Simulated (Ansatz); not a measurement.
BAs:

```
B As
1.0
     2.12755    0.00000    0.00000
     0.00000    3.17406    0.00000
     0.00000    0.00000    4.95098
B As
1 1
Direct
  0.00000 0.50000 0.00000
  0.50000 0.50000 0.50000
```

The cell was built by a generator and needn't be a form met in nature.

```yaml
Program: Ansatz 0.2.0
Task: relaxation of cell and atoms
Functional: LDA
Potentials_or_basis: Ansatz PAW
Cutoff: "420 eV (not typed: the program's choice for these potentials)"
k_mesh: 12 × 8 × 6
Occupations: fermi-dirac, width 0.05 eV
Spin: no spin polarisation
```

At the start: volume 16.72 Å³/atom.

Q: Where does the relaxation end?

A: It ends after 25 steps and the volume is 12.32 Å³/atom (-26.3 %); space group P4/mmm (No. 123, to 0.05 Å).

Step by step:
```tsv
step	energy change (eV)	largest force (eV/Å)	volume (Å³)
1	0.0000	0.0000	33.43
2	-0.3750	0.0000	31.39
3	-0.7012	0.0000	30.15
4	-0.9269	0.0000	28.12
5	-1.2444	0.0000	26.50
6	-1.4582	0.0000	25.13
7	-1.5328	0.0000	25.72
8	-1.6934	0.0000	24.52
9	-1.8147	0.0000	23.81
10	-1.9494	0.0000	23.84
11	-2.1177	0.0000	23.34
12	-2.1378	0.0000	23.25
13	-2.1375	0.0000	24.75
14	-2.1749	0.0000	23.86
15	-2.1751	0.0000	23.90
16	-2.1752	0.0000	23.88
17	-2.1752	0.0000	23.88
18	-2.3453	0.0000	23.88
19	-2.3744	0.0000	25.14
20	-2.3822	0.0000	24.69
21	-2.3824	0.0000	24.64
22	-2.3825	0.0000	24.63
23	-2.3832	0.0000	24.63
24	-2.3832	0.0000	24.63
25	-2.3832	0.0000	24.63
```

Final structure:
```xyz
2
Lattice="3.1009 0.0000 0.0000 0.0000 2.5505 0.0000 0.0000 0.0000 3.1148" Properties=species:S:1:pos:R:3 pbc="T T T"
B     0.0000    1.2752    0.0000
As    1.5505    1.2752    1.5574
```

Caveat: the volume moved by over 15 % at a fixed basis, so the end points are rough; the plane-wave basis is chosen anew once the cell has moved, so the energies of steps on either side of that aren't comparable; the PAW data sets come from PBE, with cores solved anew for the run's functional, which leaves a small shift of forces and pressure.
